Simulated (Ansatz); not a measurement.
Take CaF2 in the fluorite structure (space group Fm-3m, No. 225) as the base.

```
CELL_PARAMETERS angstrom
      0.00000     2.71023     2.71023
      2.71023     0.00000     2.71023
      2.71023     2.71023     0.00000
ATOMIC_POSITIONS crystal
  Ca 0.00000 0.00000 0.00000
  F  0.75000 0.75000 0.75000
  F  0.25000 0.25000 0.25000
```

Cartesian axes are those of the cell as printed.

All numbers come from PBEsol (Ansatz, a program for electronic structure), no spin-orbit coupling.

Strains are applied to the cell and any free atomic positions relax; under biaxial strain the out-of-plane vector relaxes too.

One change was made to it. Results:

The pressure (mean of the normal stresses, compression positive) goes from zero to 24.2 kbar; the energy rises by 4.9 meV/atom.

Question: Which of these changes matches the shifts?
(A) strain tensor (xx, yy, zz, yz, xz, xy) = (−0.72, −0.90, +0.34, +0.46, −0.79, +0.24) %
(B) uniaxial strain ε_xx = −2.60 %
(C) uniaxial strain ε_xx = −4.61 %
(D) biaxial strain +2.43 %, plane normal [001], relaxed out of plane

Answer: B, uniaxial strain ε_xx = −2.60 %. For comparison, the energy relative to the base in the other runs: uniaxial strain ε_xx = −4.61 % gives +16 meV/atom; strain tensor (xx, yy, zz, yz, xz, xy) = (−0.72, −0.90, +0.34, +0.46, −0.79, +0.24) % gives +1.6 meV/atom; biaxial strain +2.43 %, plane normal [001], relaxed out of plane gives +8.8 meV/atom.

Stability against distortions was not tested. The base started in Pca2_1 and relaxed to Fm-3m at this level.
